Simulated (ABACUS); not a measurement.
Crystal: ZrB2.

```
Zr B
1.0
     3.17000    0.00000    0.00000
    -1.58500    2.74530    0.00000
     0.00000    0.00000    3.53300
Zr B
1 2
Direct
  0.00000 0.00000 0.00000
  0.66667 0.33333 0.50000
  0.33333 0.66667 0.50000
```

Base run:

```yaml
Program: ABACUS 3.10.1
Functional: PBE
Potentials_or_basis: PseudoDojo NC SR 0.4.1 PBE standard
Cutoff: 1034 eV
Density_cutoff: 4136 eV
Basis: plane waves
k_mesh: 10 × 10 × 8
Occupations: fermi-dirac, width 0.05 eV
Spin: no spin polarisation
```

Its results: band gap on the k mesh none (metal or under the smearing width); pressure 0.8 GPa.

Question: The run is repeated on the same cell with these changes: cutoff from 1034 eV to 1361 eV; density cutoff from 4136 eV to 5442 eV; basis from plane waves to DZP LCAO (the cutoffs set its grid). What comes out?

Answer: Band gap on the k mesh none (metal or under the smearing width); pressure 1.4 GPa.

Caveats: there are fewer bands than atomic start orbitals, so a level may be missed at k points of high symmetry (some runs); the atomic orbitals were generated for these runs and aren't a published set (some runs); the basis of atomic orbitals isn't converged, which shifts pressures, moduli and gaps (some runs).

Not every run made on this cell is shown here.
